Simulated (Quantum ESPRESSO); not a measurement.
# Optical response of KCl (Sylvite), part 3 of 3

Aim: the dielectric function of KCl (Sylvite), and the optical constants that follow from it.

Quantum ESPRESSO 7.5; DFT, PBE, plane waves with norm-conserving potentials (PseudoDojo), scalar-relativistic, independent-particle optical response without local fields and without the non-local commutator.

So far. Step 2 (Ground state): There is a gap, 5.19 eV on this mesh (points off the mesh can give less), so no carriers' term is needed.

## 5. Dielectric function

With the density converged, the vertical transitions are summed over the zone.

This step: DFT, PBE, plane waves with norm-conserving potentials (PseudoDojo), scalar-relativistic, independent-particle optical response without local fields and without the non-local commutator (Quantum ESPRESSO 7.5).

epsilon.in

```
&inputpp
  prefix = 'x'
  outdir = './tmp'
  calculation = 'eps'
/
&energy_grid
  smeartype = 'gauss'
  intersmear = 0.2
  wmin = 0.0
  wmax = 22
  nw = 500
/
```

The run is started by

```sh
$ mpirun -n 4 epsilon.x -nk 4 -in epsilon.in
```

Log:

```text
[banner, memory and clock lines left out]

     Broadcasting variables...

     IMPORTANT: XC functional enforced from input :
     Exchange-correlation= PBE
                           (   1   4   3   4   0   0   0)
     Any further DFT definition will be discarded

     G-vector sticks info

     Fermi energy [eV] is:  0.90451
     The system is a dielectric...
     metallic system: redefining wmin =     0.000000

     Performing eps calculation...

     xx,yy,zz plasmon frequences [eV] are:    16.770151786   16.770151826   16.770151778
```

Elapsed: 1.9 s, on 4 MPI ranks of Arm Neoverse V2, shared host; peak memory 0.05 GiB; 7.3 s of CPU time.

Numbers from this step:

```
electronic dielectric constant ε∞, mean over x, y and z (by symmetry where fewer were run) : 2.998
main peak of Im epsilon, first axis                                                        : 10.22 eV
```

Some rows of epsi_x.dat:

```text
# energy grid [eV]     epsi_x  epsi_y  epsi_z
#
    0.176352705    0.000700050    0.000700050    0.000700050
    1.234468938    0.005127284    0.005127284    0.005127284
    2.292585170    0.010756738    0.010756738    0.010756738
    3.350701403    0.019787955    0.019787956    0.019787955
    4.408817635    0.041085732    0.041085733    0.041085732
    5.466933868    0.598944742    0.598944743    0.598944742
    6.525050100    1.015356199    1.015356201    1.015356198
    7.583166333    3.440579977    3.440579979    3.440579977
    8.641282565    3.030189693    3.030189696    3.030189692
    9.699398798    2.598323296    2.598323299    2.598323296
   10.757515030    3.805663802    3.805663806    3.805663801
   11.815631263    1.144516475    1.144516479    1.144516474
   12.873747495    1.254876726    1.254876731    1.254876725
   13.931863727    1.052462831    1.052462836    1.052462830
   14.989979960    0.910405927    0.910405933    0.910405925
   16.048096192    2.207800670    2.207800678    2.207800669
   17.106212425    0.803337051    0.803337060    0.803337049
   18.164328657    1.249306431    1.249306442    1.249306429
   19.222444890    1.346012362    1.346012375    1.346012360
   20.280561122    1.942026874    1.942026890    1.942026871
   21.338677355    2.875355600    2.875355621    2.875355597
```

The Im ε, any direction has structure finer than the step of the table below, so its rows give means over 0.5 eV, whole bins alone (the curve runs from 0 to 22 eV). Peaks (eV: height): 7.49: 3.76, 7.94: 5.16, 10.23: 5.57, 15.78: 3.28, 18.83: 1.89, 20.90: 3.79.

Values under the direct gap are tails of Lorentzian lines. The Im ε, any direction by photon energy; means over each step:

```
photon energy (eV)  Im ε, any direction
               0.5              0.00200
               1.0              0.00410
               1.5              0.00639
               2.0              0.00901
               2.5               0.0122
               3.0               0.0162
               3.5               0.0217
               4.0               0.0301
               4.5               0.0456
               5.0                0.111
               5.5                0.446
               6.0                0.789
               6.5                 1.03
               7.0                 1.91
               7.5                 3.18
               8.0                 4.11
               8.5                 2.93
               9.0                 2.04
               9.5                 2.13
              10.0                 4.22
              10.5                 4.54
              11.0                 3.45
              11.5                 2.01
              12.0                 1.11
              12.5                 1.12
              13.0                 1.19
              13.5                 1.39
              14.0                1.000
              14.5                0.649
              15.0                 1.21
              15.5                 2.79
              16.0                 2.43
              16.5                 1.34
              17.0                0.906
              17.5                0.940
              18.0                 1.20
              18.5                 1.64
              19.0                 1.65
              19.5                 1.29
              20.0                 1.53
              20.5                 2.72
              21.0                 3.46
              21.5                 2.47
```

Re ε, any direction against photon energy:

```
photon energy (eV)  Re ε, any direction
               0.0                 3.00
               0.5                 3.00
               1.0                 3.02
               1.5                 3.04
               2.0                 3.08
               2.5                 3.13
               3.0                 3.21
               3.5                 3.30
               4.0                 3.43
               4.5                 3.61
               5.0                 3.91
               5.5                 4.19
               6.0                 4.54
               6.5                 4.99
               7.0                 4.73
               7.5                 4.40
               8.0                 2.66
               8.5                 2.26
               9.0                 2.44
               9.5                 3.49
              10.0                 3.57
              10.5                 1.04
              11.0               -0.211
              11.5               -0.214
              12.0                0.431
              12.5                0.991
              13.0                 1.03
              13.5                 1.24
              14.0                 1.01
              14.5                 1.46
              15.0                 2.73
              15.5                 1.79
              16.0               0.0910
              16.5                0.503
              17.0                0.739
              17.5                 1.21
              18.0                 1.53
              18.5                 1.53
              19.0                 1.01
              19.5                 1.34
              20.0                 2.08
              20.5                 2.16
              21.0                0.350
              21.5               -0.378
              22.0               0.0899
```

The reflectivity at normal incidence, any direction has structure finer than the step of the table below, so its rows give means over 0.5 eV, whole bins alone (the curve runs from 0 to 22 eV). Peaks (eV: height): 7.45: 20.3, 7.98: 24.2, 11.11: 30.7, 11.64: 25.8, 15.87: 21.8, 18.87: 10.6, 21.56: 26.1.

The reflectivity at normal incidence, any direction by photon energy; means over each step:

```
photon energy (eV)  reflectivity at normal incidence, any direction (%)
               0.5                                                 7.19
               1.0                                                 7.26
               1.5                                                 7.36
               2.0                                                 7.52
               2.5                                                 7.74
               3.0                                                 8.03
               3.5                                                 8.41
               4.0                                                 8.92
               4.5                                                 9.64
               5.0                                                 10.8
               5.5                                                 12.0
               6.0                                                 12.9
               6.5                                                 14.4
               7.0                                                 16.5
               7.5                                                 18.8
               8.0                                                 21.1
               8.5                                                 15.5
               9.0                                                 10.9
               9.5                                                 12.9
              10.0                                                 21.2
              10.5                                                 25.8
              11.0                                                 27.8
              11.5                                                 24.7
              12.0                                                 11.9
              12.5                                                 5.94
              13.0                                                 5.88
              13.5                                                 7.36
              14.0                                                 4.74
              14.5                                                 2.75
              15.0                                                 7.98
              15.5                                                 15.0
              16.0                                                 19.8
              16.5                                                 11.5
              17.0                                                 5.20
              17.5                                                 3.92
              18.0                                                 5.57
              18.5                                                 8.28
              19.0                                                 9.24
              19.5                                                 6.20
              20.0                                                 7.81
              20.5                                                 14.4
              21.0                                                 23.2
              21.5                                                 24.5
```

The loss function −Im 1/ε at q → 0, any direction has structure finer than the step of the table below, so its rows give means over 0.5 eV, whole bins alone (the curve runs from 0 to 22 eV). Peaks (eV: height): 8.73: 0.295, 11.86: 0.941, 13.76: 0.583, 16.75: 0.789, 19.18: 0.475.

Values under the direct gap are tails of Lorentzian lines. Loss function −Im 1/ε at q → 0, any direction against energy loss; means over each step:

```
energy loss (eV)  loss function −Im 1/ε at q → 0, any direction
             0.5                                         2.2e-4
             1.0                                         4.5e-4
             1.5                                         6.9e-4
             2.0                                         9.5e-4
             2.5                                        0.00124
             3.0                                        0.00158
             3.5                                        0.00199
             4.0                                        0.00256
             4.5                                        0.00348
             5.0                                        0.00706
             5.5                                         0.0251
             6.0                                         0.0401
             6.5                                         0.0426
             7.0                                         0.0669
             7.5                                          0.104
             8.0                                          0.157
             8.5                                          0.233
             9.0                                          0.219
             9.5                                          0.136
            10.0                                          0.135
            10.5                                          0.212
            11.0                                          0.289
            11.5                                          0.493
            12.0                                          0.793
            12.5                                          0.535
            13.0                                          0.455
            13.5                                          0.436
            14.0                                          0.490
            14.5                                          0.256
            15.0                                          0.132
            15.5                                          0.240
            16.0                                          0.430
            16.5                                          0.673
            17.0                                          0.622
            17.5                                          0.377
            18.0                                          0.309
            18.5                                          0.320
            19.0                                          0.426
            19.5                                          0.388
            20.0                                          0.243
            20.5                                          0.224
            21.0                                          0.280
            21.5                                          0.406
```

Table of refractive index n and extinction k by photon energy:

```
photon energy (eV)      n        k
               0.0   1.73        0
               0.5   1.73   5.8e-4
               1.0   1.74  0.00118
               1.5   1.74  0.00183
               2.0   1.76  0.00256
               2.5   1.77  0.00343
               3.0   1.79  0.00451
               3.5   1.82  0.00595
               4.0   1.85  0.00807
               4.5   1.90   0.0118
               5.0   1.98   0.0237
               5.5   2.05    0.155
               6.0   2.14    0.203
               6.5   2.24    0.202
               7.0   2.22    0.431
               7.5   2.26    0.831
               8.0   2.03     1.21
               8.5   1.72    0.842
               9.0   1.70    0.681
               9.5   1.94    0.521
              10.0   2.12    0.962
              10.5   1.72     1.38
              11.0   1.33     1.40
              11.5  0.992     1.09
              12.0  0.903    0.619
              12.5   1.11    0.487
              13.0   1.12    0.480
              13.5   1.25    0.568
              14.0   1.10    0.442
              14.5   1.23    0.253
              15.0   1.68    0.282
              15.5   1.60    0.877
              16.0   1.11     1.07
              16.5  0.987    0.687
              17.0  0.984    0.478
              17.5   1.17    0.399
              18.0   1.32    0.454
              18.5   1.36    0.576
              19.0   1.21    0.675
              19.5   1.27    0.535
              20.0   1.53    0.525
              20.5   1.68    0.814
              21.0   1.42     1.29
              21.5   1.03     1.20
              22.0   1.01    0.960
```

Optical constants at common wavelengths, from n + ik = √ε:

```
wavelength (nm)     n      k  R (%)     1/α
           1550  1.74  0.001    7.2  132 µm
            800  1.75  0.002    7.4   34 µm
            450  1.78  0.004    7.9  9.1 µm
            405  1.79  0.005    8.1  6.9 µm
            365  1.81  0.006    8.3  5.2 µm
            308  1.85  0.008    8.9  3.0 µm
            248  1.98  0.024   10.8  832 nm
```

Below the direct gap, k and the depth come from the tails of the Lorentzian lines, not from transitions.

Rows near the edge hang on the gap, which this functional as a rule makes too small, and phonon-assisted absorption is left out.

## 6. Outcome

| Quantity | Value |
| --- | --- |
| electronic dielectric constant ε∞, mean over x, y and z (by symmetry where fewer were run) (independent particles) | 3.00 |
| main peak of Im epsilon, first axis | 10.2 eV |

In words: At this level (PBE, independent particles) KCl has ε∞ = 3.00 and n = 1.74 at 1550 nm, and Im ε peaks at 10.2 eV. Distinct maxima of Im ε, read by a parabola through the highest points, lie at 7.95 eV (5.2), 10.22 eV (5.6), 10.49 eV (4.8) and 20.89 eV (3.8). Excitons and phonon-assisted transitions are missing, and so are local fields; PBE gaps are as a rule too small, which pulls the onset down and ε∞ up. epsilon.x leaves out the commutator of the non-local potential, so its intensities are off, as a rule too high. The sum runs over mesh points, so small or evenly spaced maxima can still be ripples of the mesh.

[Machine, clock, banner and «Message from routine» lines are left out of the logs.]

[Logs are printed without paths, hosts, clocks, repeated set-up lines and the standing remarks that a program may print on its own settings, such as how far it seeks lower states.]

[Hosts, paths, dates, database ids (printed as entryN), source tags and the programs' standing remarks are cut or masked in the printed files.]
